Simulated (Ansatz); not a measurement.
# Ag (Im-3m) in Ansatz: notebook

The runs below take Ag through single point, relaxation of cell and atoms, with PBEsol0, B3LYP.

All numbers are computed with Ansatz 0.2.0; they aren't measurements. Logs are shortened: lines on timing, memory, paths and dates and some standing lists are left out, and cuts for length are marked.

## 1. Starting point

Symmetry: Im-3m, No. 229, cubic system. Conventional cell: a = 3.311 Å, b = 3.311 Å, c = 3.311 Å, α = 90.00°, β = 90.00°, γ = 90.00°. Around Ag (site symmetry m-3m) lie 8 Ag at 2.87 Å.

This isn't the form of Ag at room conditions, which is fcc.

## 2. Single point, PBEsol0

Input file input:

```
crystal:
  lattice:
    - [-1.655654, 1.655654, 1.655654]
    - [1.655654, -1.655654, 1.655654]
    - [1.655654, 1.655654, -1.655654]
  atoms:
    - { symbol: Ag, position: [0.0, 0.0, 0.0] }
hamiltonian:
  xc: { exchange: pbesol, correlation: pbesol, exx: { coeff: 0.25 } }
  pseudopotentials: { kind: paw }
kpoints:
  mp_grid: { grid: [6, 6, 6] }
scf:
  occupations: { method: fermi_dirac, width: 0.05 }
output:
  forces: true
  stress: true
  eigenvalues: true
```

Potentials or basis: Ansatz PAW.

Output:

```text
Warning: output.stress: scf.convergence.dr2_threshold = 1e-7 eV (the SCF's general default) is looser than the 1e-10 eV advised for a printed stress (1e-10 eV for each atom of the cell: 1). What an SCF threshold leaves in a stress goes as its square root, and in the free energy as the threshold itself, and one threshold admits the most on a small cell: of the crystals measured, under no hybrid functional and no lock of the moments, on runs that ended without the residual-converged pass, on stresses that held no estimate of that error, the worst erred by over 100 MPa in a component at 1e-7 eV an atom and by under 5 at 1e-10. Set scf.convergence.dr2_threshold to 1e-10 eV or tighter. The threshold is an SCF's pass mark: one that does not reach it within its budget of iterations ends unconverged, or closes short of it on a stop that the run arms, and scf.convergence.dr2_threshold's page says what that costs each kind of run
Warning: output.stress: scf.exx.energy_threshold = 1e-6 eV is looser than the 1e-8 eV advised for a stress under a hybrid functional (1e-8 eV for each atom of the cell: 1). Every SCF of the exchange loop can meet its threshold on dr2 while the loop round them stops early: no threshold on dr2 bounds what that leaves in the stress. Set scf.exx.energy_threshold to 1e-8 eV or tighter. The threshold is the loop's pass mark: a loop that does not reach it within its budget of cycles ends unconverged, and scf.exx.energy_threshold's page has the law
GPUs: using 1 of 1 available (devices: 1).
Engine: ansatz 0.2.0, x86_64-unknown-linux-gnu
Pseudopotentials: kind: paw
Pseudopotential: Ag, paw, valence charge 19, recommended cutoff 420 eV (normal), Ag.paw.azcp
Functional definition: unnamed
  parameter a_1 = 0.25
  exchange = (1 - a_1)*pbe_x(mu = 0.12345679012345678) + a_1*exact_x
  correlation = pbe_c(beta = 0.046)
device memory: the entry about to start is reckoned to put 0.4 GiB on a device that reports 45.9 GiB free (of which the cap on the GPU budget leaves the run 18.0 GiB)
GPU FFT provider: cuFFT
GPU libraries: cuBLAS 13.8.2, cuFFT 12.4.0, cuSOLVER 12.3.4
Crystal: 1 atoms, lattice volume = 18.154 Å³
Basis set: ecut = 420 eV, 369 PW (Γ), exchange–correlation on 40×40×40 points (8 copies of the dense FFT grid, shifted against one another)
Bands: 14, of which v1, the nominal top of the filled ones, is band 10 counted from 1 (9 counted from 0)
Symmetry: 48 space group operations
Space group: Im-3m (ITA 229), of the structure as read, at distance tolerance 2.6e-5 Å
k-points: 16 of 216
Non-local potential: Ag, projectors of the file, l = 0: 3, l = 1: 2, l = 2: 2, l = 3: 1
PAW form: soft (Blöchl's): semilocal exchange-correlation on the pseudo side does not see the compensation charge
PAW frozen core: Ag, regenerated for the run's functional, and the local potential with it (the file was generated under x = pbe(κ = 0.804, μ = 0.2195149727645171), c = pbe(β = 0.06672455060314922))
PAW one-centre angular grid: Ag, 590 points (default); XC on 64 Gauss nodes
Initial density: superposition of atomic densities (neutral atoms: chi_scale 0, normalization atom), corrected by the library's trained network
Initial wavefunctions: pseudopotential atomic-orbital guess
GPU buffer pool allocated for 8000 grid points (all kernels)
GPU transforms: local potential and band sums: pruned to the plane-wave sphere, on 20×20×20
Functional: x = pbesol(κ = 0.804, μ = 0.12345679012345678), c = pbesol(β = 0.046), warm-up for x = 0.75 pbesol(κ = 0.804, μ = 0.12345679012345678) + 0.25 exact, c = pbesol(β = 0.046)
SCF iter   1: F=—  HF=-7522.100792 eV  |F-HF|=—  |Δ(HF+E_count)|=         —  Δρ=1.34e-2  dr2=3.10e-2  ethr=1.77e-3  ⟨swp⟩=7.9  Hψ=949  notcnv=0
preconditioner: auto → none  [insulator: Δε(μ)=0.233 eV  Ē_g=15.483 eV  σ=0.050 eV  W_gap=0.66  n_scr=12 (ndim 8)  ℏωp=28.9 eV  f_vac=0.000  D(μ)=1.94/eV (n_scr^D=18)]
[... 46 lines left out ...]
preconditioner: auto → none  [insulator: Δε(μ)=0.379 eV  Ē_g=18.440 eV  σ=0.050 eV  W_gap=0.69  n_scr=12 (ndim 8)  ℏωp=28.9 eV  f_vac=0.000  D(μ)=1.91/eV (n_scr^D=18)]
SCF iter   2: F=—  HF=-7543.991769 eV  |F-HF|=—  |Δ(HF+E_count)|=   5.72e-8  Δρ=1.62e-5  dr2=2.86e-6  ethr=1.29e-9  ⟨swp⟩=3.0  Hψ=463  notcnv=0
SCF iter   3: F=—  HF=-7543.991845 eV  |F-HF|=—  |Δ(HF+E_count)|=   7.61e-5  Δρ=2.47e-5  dr2=7.71e-8  ethr=4.46e-11  ⟨swp⟩=4.0  Hψ=701  notcnv=0
SCF iter   4: F=—  HF=-7543.991845 eV  |F-HF|=—  |Δ(HF+E_count)|=   3.03e-8  Δρ=4.16e-6  dr2=2.35e-8  ethr=4.46e-11  ⟨swp⟩=3.0  Hψ=530  notcnv=0
SCF iter   5: F=—  HF=-7543.991845 eV  |F-HF|=—  |Δ(HF+E_count)|=  1.32e-10  Δρ=7.19e-7  dr2=2.28e-8  ethr=5.54e-12  ⟨swp⟩=2.6  Hψ=396  notcnv=0
SCF iter   6: F=-7543.991845 eV  HF=-7543.991845 eV  |F-HF|=1.54e-9  |Δ(HF+E_count)|=   1.69e-7  Δρ=4.16e-6  dr2=2.85e-9  ethr=1.00e-12  ⟨swp⟩=4.0  Hψ=640  notcnv=0
SCF 4 converged in 6 iterations: F = -7543.991845 eV  dr2 = 2.85e-9
  Residual-converged pass: ⟨swp⟩=1.3  Hψ=230  notcnv=0  max |occ|·‖R‖ = 2.0e-6 eV (tolerance 2.4e-6 eV)  dr2=2.85e-9  dr2_onsite=3.66e-10  max |Δocc| = 2.2e-15
hybrid outer 3: dexx = +4.337e-7 eV, tail = 7.78e-9 eV, Δε = 7.45e-3 eV (about 2.17e-4 eV left of the loop's levels)
hybrid SCF converged: 3 outer / 14 inner (+6 warm-up), last move |dexx| = 4.34e-7 eV, tail = 7.78e-9 eV
Stability not checked: this state was not tested for a lower state beside it, because the functional holds exact exchange (a hybrid, or Hartree-Fock), whose exchange loop this test does not read (fock_operator; see scf.lower_state_search)
Free energy (F): -7543.991845 eV
Frozen-core exchange: fock
Harris-Foulkes:  -7543.991845 eV  (|F-HF|=1.54e-9)
Internal energy: -7543.978016 eV  (E = F + TS)
E sigma→0 (E₀):  -7543.984931 eV
Entropy (-TS):   -0.013829 eV (-13.829 meV/atom)
Fermi energy:    15.874694 eV
--- Per-component energies (eV) ---
  E_band       = -315.417541
  E_kinetic    = 528.060042
  E_local      = -2298.017357  (includes V_loc(G=0)·N_el)
  E_nonlocal   = 84.139045
  E_hartree    = 1039.631800
  E_xc         = -141.373156
  E_vxc        = -180.013086  (∫ρ·V_xc dr)
  E_exx        = -87.554321  (= α·E_x^exact, valence–valence)
  E_paw        = -3811.988391  (= ΣΔE_a)
  E_vpaw       = -353.739105  (= ΣTr[D̂ρ^β])
  E_aug_tail   = 0.000293  (compensation charges beyond the density's cutoff)
  E_ewald      = -2856.533643
  E_core_change = -0.342329  (= ΣΔE_core)
  E_smearing   = -0.013829  (= −TS)
  E_closure    = 0.000000  (closes the sum)
  Σ components = -7543.991845   (vs F -7543.991845, Δ=9.09e-13)
--- Forces (eV/Å), atoms counted from 1 ---
  atom   1  Ag    -0.00000000     0.00000000     0.00000000
  max |Σ_I F_I| component: 1.26e-29 eV/Å
--- Stress (GPa, compression-positive) ---
       -5.844074       0.000000      -0.000000
        0.000000      -5.844074       0.000000
       -0.000000       0.000000      -5.844074
  P = ⅓ Tr σ = -5.8441 GPa (-58.441 kbar)
--- Band table (eV; the first three rows and the last of 16) ---
  k-point 0: bands = ["-81.5377", "-43.6151", "-43.6151", "-43.6151", "7.0130", "9.2567", "9.2567", "9.2567", "10.5235", "10.5235", "34.4997", "34.4997", "34.4997", "40.6699"]
  k-point 1: bands = ["-81.5335", "-43.6542", "-43.6299", "-43.6153", "7.8937", "9.0590", "9.3849", "9.7635", "10.3700", "10.5485", "31.7363", "33.6479", "35.0333", "37.0414"]
  k-point 2: bands = ["-81.5254", "-43.7331", "-43.6596", "-43.6166", "8.1672", "8.6826", "10.3956", "10.6252", "10.9327", "11.9239", "25.1783", "31.0494", "32.8499", "35.9610"]
  k-point 15: bands = ["-81.5086", "-43.7396", "-43.7396", "-43.7396", "7.8660", "7.8660", "11.3656", "11.3656", "11.3656", "23.4906", "23.4906", "23.4906", "29.3935", "29.8891"]
```

It took 9.8 s on 1 × NVIDIA H100 80GB HBM3 with 2 threads of AMD EPYC 7R13 (Zen 3), shared host; peak memory 1.3 GiB.

What came out:

```
Free energy            : -7543.9918 eV
Pressure               : -5.8 GPa
Band gap on the k mesh : none (metal or under the smearing width)
```

Levels at points of the mesh, in eV from the Fermi level:
```tsv
k point	band 6	band 7	band 8	band 9	band 10	band 11	band 12	band 13
(0.00, 0.00, 0.00)	-6.62	-6.62	-6.62	-5.35	-5.35	18.62	18.62	18.62
(0.00, 0.00, -0.50)	-7.37	-5.38	-5.19	-4.25	-0.34	4.54	14.08	15.21
(-0.50, -0.50, -0.50)	-8.01	-4.51	-4.51	-4.51	7.62	7.62	7.62	13.52
```

Caveat: the k mesh is coarse (spacing up to 0.45 Å⁻¹), so the values aren't converged, least of all with exact exchange; the PAW data sets come from PBE, with cores solved anew for the run's functional, which leaves a small shift of forces and pressure; the thresholds are loose for stress.

## 3. Relaxation of cell and atoms, PBEsol0

input: that of step 2 with these lines changed.

```diff
@@ -18 +18,5 @@
   eigenvalues: true
+relax:
+  f_tol: 0.01
+  max_steps: 40
+  cell: { stress_tol: 0.05 }
```

Potentials or basis: Ansatz PAW.

Output:

```text
GPUs: using 1 of 1 available (devices: 1).
[... 7 set-up lines as earlier in the session ...]
device memory: the entry about to start is reckoned to put 0.4 GiB on a device that reports 30.8 GiB free (of which the cap on the GPU budget leaves the run 18.0 GiB)
GPU FFT provider: cuFFT
GPU libraries: cuBLAS 13.8.2, cuFFT 12.4.0, cuSOLVER 12.3.4
Crystal: 1 atoms, lattice volume = 18.154 Å³
Basis set: ecut = 420 eV, 369 PW (Γ), exchange–correlation on 40×40×40 points (8 copies of the dense FFT grid, shifted against one another)
Bands: 14, of which v1, the nominal top of the filled ones, is band 10 counted from 1 (9 counted from 0)
[... 2 set-up lines as earlier in the session ...]
k-points: 16 of 216
[... 6 set-up lines as earlier in the session ...]
GPU buffer pool allocated for 8000 grid points (all kernels)
GPU transforms: local potential and band sums: pruned to the plane-wave sphere, on 20×20×20
[... 296 lines left out ...]
  E_nonlocal   = 83.844407
  E_hartree    = 1000.057142
  E_xc         = -141.838334
  E_vxc        = -180.630527  (∫ρ·V_xc dr)
  E_exx        = -87.624090  (= α·E_x^exact, valence–valence)
  E_paw        = -3811.815419  (= ΣΔE_a)
  E_vpaw       = -353.443576  (= ΣTr[D̂ρ^β])
  E_aug_tail   = 0.000288  (compensation charges beyond the density's cutoff)
  E_ewald      = -2920.140143
  E_core_change = -0.342329  (= ΣΔE_core)
  E_smearing   = -0.013803  (= −TS)
  E_closure    = -0.000000  (closes the sum)
  Σ components = -7544.014653   (vs F -7544.014653, Δ=0.00e0)
--- Forces (eV/Å), atoms counted from 1 ---
  atom   1  Ag     0.00000000     0.00000000     0.00000000
  max |Σ_I F_I| component: 5.47e-25 eV/Å
--- Stress (GPa, compression-positive) ---
       -0.011180      -0.000000      -0.000000
        0.000000      -0.011180       0.000000
        0.000000       0.000000      -0.011180
  P = ⅓ Tr σ = -0.0112 GPa (-0.112 kbar)
--- Band table (eV; the first three rows and the last of 16) ---
  k-point 0: bands = ["-80.2652", "-42.3171", "-42.3171", "-42.3171", "7.9375", "10.4566", "10.4566", "10.4566", "11.8710", "11.8710", "36.2028", "36.2028", "36.2028", "42.9789"]
  k-point 1: bands = ["-80.2596", "-42.3674", "-42.3358", "-42.3173", "8.8686", "10.2330", "10.5792", "11.0201", "11.6953", "11.8993", "33.7022", "35.4572", "36.8865", "39.5809"]
  k-point 2: bands = ["-80.2485", "-42.4684", "-42.3733", "-42.3188", "9.2096", "9.8098", "11.7275", "11.9884", "12.3291", "13.1386", "27.1078", "32.8165", "35.0769", "38.1335"]
  k-point 15: bands = ["-80.2255", "-42.4747", "-42.4747", "-42.4747", "8.8790", "8.8790", "12.8166", "12.8166", "12.8166", "25.1490", "25.1490", "25.1490", "31.8166", "31.9805"]
--- Relaxed structure (4 steps of the walk, 4 accepted, 1 SCFs on fresh bases) ---
  F+E_penalty+E_count = -7544.01465250 eV   max|allowed force component| = 0.000e0 eV/Å   (the final SCF, on the basis selected at the relaxed cell)
  cell:  # Å, volume = 16.9932 Å³
    - [-1.6195905401711086, 1.6195905401711086, 1.6195905401711086]
    - [1.6195905401711086, -1.6195905401711086, 1.6195905401711086]
    - [1.6195905401711086, 1.6195905401711086, -1.6195905401711086]
  atoms:
    - { symbol: Ag, position: [0.0, 0.0, 0.0] }
```

It took 57 s on 1 × NVIDIA H100 80GB HBM3 with 2 threads of AMD EPYC 7R13 (Zen 3), shared host; peak memory 1.3 GiB.

Results:

```
Free energy                            : -7544.0147 eV
Relaxed volume                         : 16.99 Å³/atom
Relaxed cell                           : a = 2.805 Å, b = 2.805 Å, c = 2.805 Å, α = 109.47°, β = 109.47°, γ = 109.47°
Space group after relaxing (to 0.05 Å) : Im-3m (No. 229)
Energy gained by relaxing              : 22.8 meV/atom
Ionic steps                            : 5
Pressure after relaxing                : 0.0 GPa
Band gap on the k mesh                 : none (metal or under the smearing width)
```

The path:
```csv
step,energy change (eV),largest force (eV/Å),volume (Å³)
1,0.0000,0.0000,18.15
2,-0.0084,0.0000,16.14
3,-0.0233,0.0000,17.13
4,-0.0238,0.0000,16.99
5,-0.0228,0.0000,16.99
```

Final structure:
```
Ag
1.0
    -1.61959    1.61959    1.61959
     1.61959   -1.61959    1.61959
     1.61959    1.61959   -1.61959
Ag
1
Direct
  0.00000 0.00000 0.00000
```

Caveat: the k mesh is coarse (spacing up to 0.45 Å⁻¹), so the values aren't converged, least of all with exact exchange; the plane-wave basis is chosen anew once the cell has moved, so the energies of steps on either side of that aren't comparable; the PAW data sets come from PBE, with cores solved anew for the run's functional, which leaves a small shift of forces and pressure.

## 4. Single point, B3LYP

input: that of step 3 with these lines changed.

```diff
@@ -8,3 +8,3 @@
 hamiltonian:
-  xc: { exchange: pbesol, correlation: pbesol, exx: { coeff: 0.25 } }
+  xc: b3lyp
   pseudopotentials: { kind: paw }
@@ -18,5 +18 @@
   eigenvalues: true
-relax:
-  f_tol: 0.01
-  max_steps: 40
-  cell: { stress_tol: 0.05 }
```

Wall time 45 s (1 × NVIDIA H100 80GB HBM3 with 2 threads of AMD EPYC 7R13 (Zen 3), shared host); peak memory 1.3 GiB.

Results (log left out):

| Quantity | Value |
| --- | --- |
| Free energy | -7603.6811 eV |
| Pressure | 5.3 GPa |
| Band gap on the k mesh | none (metal or under the smearing width) |

Levels at points of the mesh, in eV from the Fermi level:
| k point | band 7 | band 8 | band 9 | band 10 | band 11 | band 12 |
| --- | --- | --- | --- | --- | --- | --- |
| (0.00, 0.00, 0.00) | -6.41 | -6.41 | -5.16 | -5.16 | 18.58 | 18.58 |
| (0.00, 0.00, -0.50) | -5.19 | -5.02 | -4.10 | 0.23 | 4.23 | 13.97 |
| (-0.50, -0.50, -0.50) | -4.34 | -4.34 | -4.34 | 7.40 | 7.40 | 7.40 |

Caveat: the k mesh is coarse (spacing up to 0.45 Å⁻¹), so the values aren't converged, least of all with exact exchange; the PAW data sets come from PBE, with cores solved anew for the run's functional, which leaves a small shift of forces and pressure; the thresholds are loose for stress.

(Part 1 of 2 ends here.)
